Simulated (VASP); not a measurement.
The system is HfC.

```
Hf C
1.0
     3.89067    0.00000    0.00000
    -1.94533    3.36942    0.00000
     0.00000    0.00000    6.33733
Hf C
2 2
Cartesian
  0.0000 2.2463 0.0000
  1.9453 1.1231 3.1687
  0.0000 2.2463 2.3448
  1.9453 1.1231 5.5135
```

The cell was built by a generator and needn't be a form met in nature.

* Program: VASP 6.6.1
* Task: relaxation of cell and atoms
* Functional: PBE
* Potentials or basis: VASP PAW PBE potentials, release 64 (Hf_pv, C)
* Cutoff: 600 eV
* k mesh: 8 × 8 × 4
* Occupations: gaussian, width 0.05 eV
* Spin: no spin polarisation

At the start: pressure -25.9 GPa; volume 20.77 Å³/atom.

Question: Where does the relaxation end?

Answer: Over 23 steps the energy falls by 763.1 meV/atom and the volume is 14.86 Å³/atom (-28.4 %); space group P6_3mc (No. 186, to 0.05 Å).

The path:
| step | energy change (eV) | largest force (eV/Å) | pressure (GPa) | volume (Å³) |
| --- | --- | --- | --- | --- |
| 1 | 0.0000 | 0.4682 | -25.94 | 83.08 |
| 2 | 0.4519 | 1.5888 | 69.36 | 48.83 |
| 3 | -2.0366 | 0.8363 | -1.77 | 64.04 |
| 4 | -2.0425 | 0.8571 | -0.04 | 63.35 |
| 5 | -2.0427 | 0.8684 | 0.90 | 63.00 |
| 6 | -2.1376 | 0.1478 | 1.08 | 62.74 |
| 7 | -2.1609 | 0.4622 | 1.56 | 62.39 |
| 8 | -2.2070 | 0.4088 | 0.86 | 62.45 |
| 9 | -2.3568 | 0.2406 | -1.41 | 62.57 |
| 10 | -2.6820 | 0.0143 | -5.74 | 62.60 |
| 11 | -2.8644 | 0.0460 | -3.87 | 61.74 |
| 12 | -2.8985 | 0.2553 | -7.32 | 62.41 |
| 13 | -2.9622 | 0.2581 | -6.09 | 62.00 |
| 14 | -2.9672 | 0.2701 | -7.12 | 62.20 |
| 15 | -2.9528 | 0.0084 | 1.69 | 59.58 |
| 16 | -3.0086 | 0.2722 | -3.27 | 60.89 |
| 17 | -3.0466 | 0.1543 | -0.91 | 59.85 |
| 18 | -3.0507 | 0.1066 | 0.28 | 59.41 |
| 19 | -3.0507 | 0.1035 | 0.37 | 59.38 |
| 20 | -3.0516 | 0.0694 | -0.02 | 59.49 |
| 21 | -3.0518 | 0.0390 | -0.38 | 59.59 |
| 22 | -3.0525 | 0.0155 | -0.11 | 59.50 |
| 23 | -3.0526 | 0.0004 | 0.08 | 59.45 |

Final structure:
```yaml
crystal:
  lattice:
    - [3.84543, 0.00000, 0.00000]
    - [-1.92271, 3.33024, 0.00000]
    - [0.00000, 0.00000, 4.64199]
  atoms:
    - { symbol: Hf, position: [0.33333, 0.66667, 0.94028] }
    - { symbol: Hf, position: [0.66667, 0.33333, 0.44028] }
    - { symbol: C, position: [0.33333, 0.66667, 0.42972] }
    - { symbol: C, position: [0.66667, 0.33333, 0.92972] }
```

Caveat: the volume moved by over 15 % at a fixed basis, so the end points are rough.
